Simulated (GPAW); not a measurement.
**GaN: band structure with PBE**

**Measured values to compare with.**

From a printed reference work, textbook, for a bulk crystal of GaN at 0 K: band gap 3.299 eV (direct).

The system is GaN.

```
Ga N
1.0
     0.00000    2.25350    2.25350
     2.25350    0.00000    2.25350
     2.25350    2.25350    0.00000
Ga N
1 1
Direct
  0.00000 0.00000 0.00000
  0.75000 0.75000 0.75000
```

The cell is a database's computed one.

```json
{
  "Program": "GPAW 26.7.0",
  "Task": "band structure",
  "Functional": "PBE",
  "Potentials or basis": "JTH PAW 2.0, PBE",
  "Cutoff": "800 eV",
  "Basis": "pw",
  "k mesh": "10 × 10 × 10",
  "Occupations": "fermi-dirac, width 0.05 eV",
  "Spin": "no spin polarisation",
  "Maxiter": "150",
  "Band path": "GXWKGLUWLK,UX",
  "Band points": "60",
  "Data set": "Ga jth, N jth"
}
```

* Pressure: 5.3 GPa
* Band gap on the k mesh: 1.71 eV, direct
* Band gap along the path: 1.71 eV, direct

Levels at the corners of the path, in eV from the valence-band top:
| point | band 6 | band 7 | band 8 | band 9 | band 10 | band 11 |
| --- | --- | --- | --- | --- | --- | --- |
| Γ | -13.14 | 0.00 | 0.00 | 0.00 | 1.71 | 10.29 |
| X | -11.46 | -6.12 | -2.71 | -2.71 | 3.35 | 6.65 |
| W | -11.18 | -5.70 | -3.69 | -3.64 | 6.22 | 8.37 |
| K | -11.30 | -5.87 | -4.25 | -2.18 | 4.99 | 7.85 |
| Γ | -13.14 | 0.00 | 0.00 | 0.00 | 1.71 | 10.29 |
| L | -11.89 | -7.04 | -0.97 | -0.97 | 4.63 | 8.72 |
| U | -11.30 | -5.87 | -4.25 | -2.18 | 4.99 | 7.85 |
| W | -11.18 | -5.70 | -3.69 | -3.64 | 6.22 | 8.37 |
| L | -11.89 | -7.04 | -0.97 | -0.97 | 4.63 | 8.72 |
| K | -11.30 | -5.87 | -4.25 | -2.18 | 4.99 | 7.85 |
| U | -11.30 | -5.87 | -4.25 | -2.18 | 4.99 | 7.85 |
| X | -11.46 | -6.12 | -2.71 | -2.71 | 3.35 | 6.65 |

It took 38 s on 1 thread of Arm Neoverse V1, on a shared host, peak memory 0.22 GiB.

Against the measured gap of GaN, 3.299 eV (direct; 0 K; a printed reference work, textbook), the calculated 1.71 eV is off by -1.59 eV. Spin-orbit coupling on Ga is left out. The value is that of PBE, without temperature or zero-point motion. Semilocal functionals fall short of measured gaps as a rule. The cell is a database's relaxed one, not the measured one, which moves gaps too.

Caveat: the program truncates these outside data sets.
